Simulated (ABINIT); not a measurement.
# InP (F-43m) in ABINIT: notebook, part 2 of 2

ABINIT 10.8.3 (patched build). Earlier steps stand in the parts before.

## (4) Single point, PBEsol

File run.abi:

```
# Pseudopotentials
pp_dirpath "./"
pseudos "In.upf, P.upf"

# Structure
acell 3*1.0
rprim
     0.0000000000     5.5378424082     5.5378424082
     5.5378424082     0.0000000000     5.5378424082
     5.5378424082     5.5378424082     0.0000000000
ntypat 2
znucl 49 15
natom 2
typat 1 2
xcart
     0.0000000000     0.0000000000     0.0000000000
     4.3957500000     4.3957500000     4.3957500000 Angstrom

# Plane-wave basis
ecut 37.0

# k points
kptopt 1
ngkpt 6 6 6
nshiftk 1
shiftk 0.0 0.0 0.0

# Exchange and correlation
ixc -116133

# Bands and occupations
nband 17
occopt 3
tsmear 0.05 eV

# SCF cycle
nstep 100
tolvrs 1.0e-10

# Output
iomode 3
prtwf 0
prteig 0
prtebands 0
prtvol 2
prtden 1
prtvha 1
prtvclmb 1
prtpot 1
prtelf 1
```

Potentials or basis: PseudoDojo NC SR PBEsol v0.4 stringent.

Run with:

```console
abinit run.abi > log 2>&1
```

run.abo:

```text
.Version 10.8.3 of ABINIT
 Symmetries : space group F-4 3 m (#216); Bravais cF (face-center cubic)
================================================================================
 Values of the parameters that define the memory need of the present run
     intxc =       0    ionmov =       0      iscf =       7    lmnmax =       6
     lnmax =       6     mgfft =      45  mpssoang =       3    mqgrid =    3001
     natom =       2  nloc_mem =       1    nspden =       1   nspinor =       1
    nsppol =       1      nsym =      24    n1xccc =    2501    ntypat =       2
    occopt =       3   xclevel =       2
       mpw =        3675          nfft =       91125          nkpt =          16
================================================================================
================================================================================

--------------------------------------------------------------------------------
------------- Echo of variables that govern the present computation ------------
--------------------------------------------------------------------------------
 -outvars: echo values of preprocessed input variables --------
            acell      1.0000000000E+00  1.0000000000E+00  1.0000000000E+00 Bohr
              amu      1.14820000E+02  3.09737620E+01
             ecut      3.70000000E+01 Hartree
              ixc     -116133
         kptrlatt        6    0    0      0    6    0      0    0    6
          kptrlen      4.69901510E+01
            natom           2
            nband          17
            ngfft          45      45      45
             nkpt          16
            nstep         100
             nsym          24
           ntypat           2
           occopt           3
        prtebands           0
           prteig           0
           prtelf           1
           prtpot           1
         prtvclmb           1
           prtvha           1
           prtvol           2
            prtwf           0
            rprim      0.0000000000E+00  5.5378424082E+00  5.5378424082E+00
                       5.5378424082E+00  0.0000000000E+00  5.5378424082E+00
                       5.5378424082E+00  5.5378424082E+00  0.0000000000E+00
          spgroup         216
           tolvrs      1.00000000E-10
           tsmear      1.83746611E-03 Hartree
            typat      1  2
[... 227 lines left out ...]
   2.00000    2.00000    2.00000    1.99999    1.99999    0.00000    0.00000    0.00000
   0.00000
 kpt#   3, nband= 17, wtk=  0.03704, kpt=  0.3333  0.0000  0.0000 (reduced coord)
[... 96 lines left out ...]
  -4.04089   -2.51644   -2.51644   -2.51644   -0.34537   -0.33812   -0.33700   -0.33498
  -0.33396   -0.16043   -0.02409    0.06497    0.10312    0.31269    0.33405    0.38772
   0.44976
      occupation numbers for kpt#  15
   2.00000    2.00000    2.00000    2.00000    2.00000    2.00000    2.00000    2.00000
   2.00000    2.00000    2.00000    2.00000    2.00000    0.00000    0.00000    0.00000
   0.00000
 kpt#  16, nband= 17, wtk=  0.05556, kpt= -0.3333  0.5000  0.1667 (reduced coord)
  -4.04089   -2.51644   -2.51644   -2.51644   -0.34609   -0.33743   -0.33653   -0.33552
  -0.33364   -0.15275   -0.02887    0.07595    0.07669    0.29737    0.31128    0.42736
   0.43718
      occupation numbers for kpt#  16
   2.00000    2.00000    2.00000    2.00000    2.00000    2.00000    2.00000    2.00000
   2.00000    2.00000    2.00000    2.00000    2.00000    0.00000    0.00000    0.00000
   0.00000
 Total charge density [el/Bohr^3]
)     Maximum=    2.8196E+00  at reduced coord.    0.0889    0.9333    0.9778
)Next maximum=    2.8196E+00  at reduced coord.    0.0000    0.9333    0.9778
)     Minimum=    2.0612E-03  at reduced coord.    0.7556    0.7556    0.7333
)Next minimum=    2.0612E-03  at reduced coord.    0.7556    0.7333    0.7556
   Integrated=    2.6000E+01

--- !EnergyTerms
iteration_state     : {dtset: 1, }
comment             : Components of total free energy in Hartree
kinetic             :  7.01189040220525E+01
hartree             :  7.43905697123175E+01
xc                  : -2.99276774157125E+01
Ewald energy        : -1.04054616868021E+02
psp_core            :  3.14800110670277E+00
local_psp           : -2.04010561529800E+02
non_local_psp       : -1.58866761683445E+01
internal            : -2.06222057140805E+02
'-kT*entropy'       : -9.41689382310939E-07
total_energy        : -2.06222058082495E+02
total_energy_eV     : -5.61158807492389E+03
band_energy         : -2.64731985449561E+01
...

 Cartesian components of stress tensor (hartree/bohr^3)
  sigma(1 1)= -2.04997776E-06  sigma(3 2)=  0.00000000E+00
  sigma(2 2)= -2.04997776E-06  sigma(3 1)=  0.00000000E+00
  sigma(3 3)= -2.04997776E-06  sigma(2 1)=  0.00000000E+00

-Cartesian components of stress tensor (GPa)         [Pressure=  6.0312E-02 GPa]
- sigma(1 1)= -6.03124281E-02  sigma(3 2)=  0.00000000E+00
- sigma(2 2)= -6.03124281E-02  sigma(3 1)=  0.00000000E+00
- sigma(3 3)= -6.03124281E-02  sigma(2 1)=  0.00000000E+00

== END DATASET(S) ==============================================================
================================================================================

 -outvars: echo values of variables after computation  --------
            acell      1.0000000000E+00  1.0000000000E+00  1.0000000000E+00 Bohr
           etotal     -2.0622205808E+02
            fcart     -7.5972876277E-31 -7.5972876277E-31  2.2791862883E-30
                       7.5972876277E-31  7.5972876277E-31 -2.2791862883E-30
            rprim      0.0000000000E+00  5.5378424082E+00  5.5378424082E+00
                       5.5378424082E+00  0.0000000000E+00  5.5378424082E+00
                       5.5378424082E+00  5.5378424082E+00  0.0000000000E+00
           strten     -2.0499777643E-06 -2.0499777643E-06 -2.0499777643E-06
                       0.0000000000E+00  0.0000000000E+00  0.0000000000E+00
           xangst      0.0000000000E+00  0.0000000000E+00  0.0000000000E+00
                       4.3957499970E+00  4.3957499970E+00  4.3957499970E+00
             xred      0.0000000000E+00  0.0000000000E+00  0.0000000000E+00
                       7.5000000000E-01  7.5000000000E-01  7.5000000000E-01
 Calculation completed.
```

It took 38 s on 1 thread of Arm Neoverse V1, shared host; peak memory 0.09 GiB.

Results:

| Item | Value |
| --- | --- |
| Free energy | -5611.5881 eV |
| Pressure | 0.1 GPa |
| Band gap on the k mesh | 0.61 eV, direct |
| Valence electrons inside the program's atomic spheres | In 17.85; P 2.74 |

Caveat: spin-orbit coupling is left out, which moves the levels of the heavy elements.

## (5) Single point, PBEsol

File run.abi:

```
# Pseudopotentials
pp_dirpath "./"
pseudos "In.upf, P.upf"

# Structure
acell 7.83169184 7.83169184 7.83169184
rprim
     0.0000000000     0.7071067812     0.7071067812
     0.7071067812     0.0000000000     0.7071067812
     0.7071067812     0.7071067812     0.0000000000
ntypat 2
znucl 49 15
natom 2
typat 1 2
xcart
     0.0000000000     0.0000000000     0.0000000000
     8.3067636123     8.3067636123     8.3067636123

# Plane-wave basis
ecut 31.0

# k points
kptopt 1
ngkpt 6 6 6
nshiftk 1
shiftk 0.0 0.0 0.0

# Exchange and correlation
ixc -116133

# Bands and occupations
nband 13
occopt 3
tsmear 0.00183747

# SCF cycle
nstep 100
tolvrs 1.0e-10

# Output
iomode 3
prtwf 0
prtden 0
prteig 0
prtebands 0
enunit 2
prtvol 2
```

Potentials or basis: PseudoDojo NC SR PBEsol v0.4.1 standard.

Run with:

```console
abinit run.abi > log 2>&1
```

It took 18 s on 1 thread of Arm Neoverse V2, shared host; peak memory 0.08 GiB.

Results (log left out):

| Property | Result |
| --- | --- |
| Free energy | -1992.7719 eV |
| Pressure | 0.1 GPa |
| Band gap on the k mesh | 0.61 eV, direct |
| Valence electrons inside the program's atomic spheres | In 9.92; P 2.77 |

Levels at points of the mesh, in eV from the valence-band top:
| k point | band 7 | band 8 | band 9 | band 10 | band 11 | band 12 |
| --- | --- | --- | --- | --- | --- | --- |
| (0.00, 0.00, 0.00) | 0.00 | 0.00 | 0.00 | 0.61 | 4.01 | 4.01 |
| (0.50, 0.00, 0.00) | -5.80 | -0.98 | -0.98 | 1.40 | 4.73 | 4.73 |
| (0.50, 0.50, 0.00) | -5.82 | -2.35 | -2.35 | 1.63 | 2.16 | 9.11 |

Caveat: spin-orbit coupling is left out, which moves the levels of the heavy elements.

## (6) Single point, PBEsol

File run.abi:

```
pp_dirpath "./"
pseudos "In.upf, P.upf"

acell 3*1.0
rprim
     0.0000000000     5.5378424082     5.5378424082
     5.5378424082     0.0000000000     5.5378424082
     5.5378424082     5.5378424082     0.0000000000
ntypat 2
znucl 49 15
natom 2
typat 1 2
xred
     0.0000000000     0.0000000000     0.0000000000
     0.7500000000     0.7500000000     0.7500000000

ecut 843.552974 eV

kptopt 1
ngkpt 6 6 6
nshiftk 1
shiftk 0.0 0.0 0.0

ixc -116133

nband 13
occopt 3
tsmear 0.00183747

nstep 100
tolvrs 1.0e-10

iomode 3
prtwf 0
prteig 0
prtebands 0
enunit 1
prtden 1
prtvha 1
prtvclmb 1
prtpot 1
prtelf 1
```

Potentials or basis: PseudoDojo NC SR PBEsol v0.4.1 standard.

Run with:

```console
abinit run.abi > log 2>&1
```

It took 22 s on 1 thread of Arm Neoverse V1, shared host; peak memory 0.08 GiB.

Results (log left out):

| Quantity | Value |
| --- | --- |
| Free energy | -1992.7719 eV |
| Pressure | 0.1 GPa |
| Band gap on the k mesh | 0.61 eV, direct |
| Valence electrons inside the program's atomic spheres | In 9.92; P 2.77 |

Levels at points of the mesh, in eV from the valence-band top:
| k point | band 7 | band 8 | band 9 | band 10 | band 11 | band 12 |
| --- | --- | --- | --- | --- | --- | --- |
| (0.00, 0.00, 0.00) | 0.00 | 0.00 | 0.00 | 0.61 | 4.01 | 4.01 |
| (0.50, 0.00, 0.00) | -5.80 | -0.98 | -0.98 | 1.40 | 4.73 | 4.73 |
| (0.50, 0.50, 0.00) | -5.82 | -2.35 | -2.35 | 1.63 | 2.16 | 9.11 |

Caveat: spin-orbit coupling is left out, which moves the levels of the heavy elements.

## (7) Overview

| task | level | potentials or basis | cell | cutoff (eV) | cell freedom (optcell) | optimiser (ionmov) | cutoff smearing ecutsm (Ha) | force stop (Ha/bohr) | gap on the mesh (eV) | pressure (GPa) |
| --- | --- | --- | --- | --- | --- | --- | --- | --- | --- | --- |
| relaxation of cell and atoms | PBE | PseudoDojo NC SR PBE v0.4.1 standard | relaxed | 844 | 2 | 22 | 0.5 | 2e-05 | 0.43 | - |
| single point | PBE | PseudoDojo NC SR PBE v0.4.1 standard | cell relaxed | 844 | - | - | - | - | 0.43 | - |
| single point | PBEsol | PseudoDojo NC SR PBEsol v0.4 stringent | as given | 1007 | - | - | - | - | 0.61 | 0.1 |
| single point | PBEsol | PseudoDojo NC SR PBEsol v0.4.1 standard | as given | 844 | - | - | - | - | 0.61 | 0.1 |

Alike in all rows: no spin polarisation; k mesh 6 × 6 × 6; smearing fermi-dirac 0.05 eV.

Caveats: spin-orbit coupling is left out, which moves the levels of the heavy elements.

Total energies depend on the potentials used, so only differences within one code and one set of settings carry meaning.

## (8) How close it comes

Step 4. Measured gap of InP: 1.4236 eV (direct; 1.6 K; a printed reference work, data compilation). This calculation gives 0.61 eV (-0.81 eV). Spin-orbit coupling on In is left out. The value is that of PBEsol, without temperature or zero-point motion. Semilocal functionals fall short of measured gaps as a rule.

Step 5. A measured gap of InP is 1.4236 eV (direct; 1.6 K; a printed reference work, data compilation); the calculated 0.61 eV misses it by -0.81 eV. Spin-orbit coupling on In is left out. The value is that of PBEsol, without temperature or zero-point motion. Semilocal functionals fall short of measured gaps as a rule.

Step 6. Against the measured gap of InP, 1.4236 eV (direct; 1.6 K; a printed reference work, data compilation), the calculated 0.61 eV is off by -0.81 eV. Spin-orbit coupling on In is left out. The value is that of PBEsol, without temperature or zero-point motion. Semilocal functionals fall short of measured gaps as a rule.
